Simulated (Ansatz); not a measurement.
Bulk crystal (Ta) after relaxation:

```xyz
1
Lattice="0.0000 2.1115 2.1115 2.1115 0.0000 2.1115 2.1115 2.1115 0.0000" Properties=species:S:1:pos:R:3 pbc="T T T"
Ta    0.0000    0.0000    0.0000
```

Miller indices refer to the conventional cell of Fm-3m (No. 225), a = 4.223 Å, b = 4.223 Å, c = 4.223 Å, α = 90.00°, β = 90.00°, γ = 90.00°.

The (111) slab of 5 planes, 9.8 Å thick with 15 Å of vacuum as cut; outer planes Ta (top) and Ta (bottom).

Theory: DFT PBE, scalar-relativistic, plane waves, PAW in Ansatz 0.2.0. Plane waves to 420 eV, a k mesh through Γ of 12×12×1 on the computed 5-atom cell and Gaussian smearing (0.10 eV); no spin polarisation. The cell repeats along c with a dipole correction in the vacuum.

Results for the relaxed slab:

```
Surface energy (mean of both faces) : 2.41 J/m²
Work function                       : 4.64 eV
```

Relaxation lowers the energy by 0.004 J/m² a face; the largest move is 0.034 Å.

```
plane (bottom to top) atoms spacing to next, bulk (Å) relaxed (Å) change (%)
                    1     Ta                      2.438        2.410        -1.1
                    2     Ta                      2.438        2.433        -0.2
                    3     Ta                      2.438        2.433        -0.2
                    4     Ta                      2.438        2.410        -1.1
                    5     Ta
```

Spin-orbit coupling is left out, which matters for the bands of heavy elements.

The reference crystal is the fcc form of Ta, which isn't its usual structure.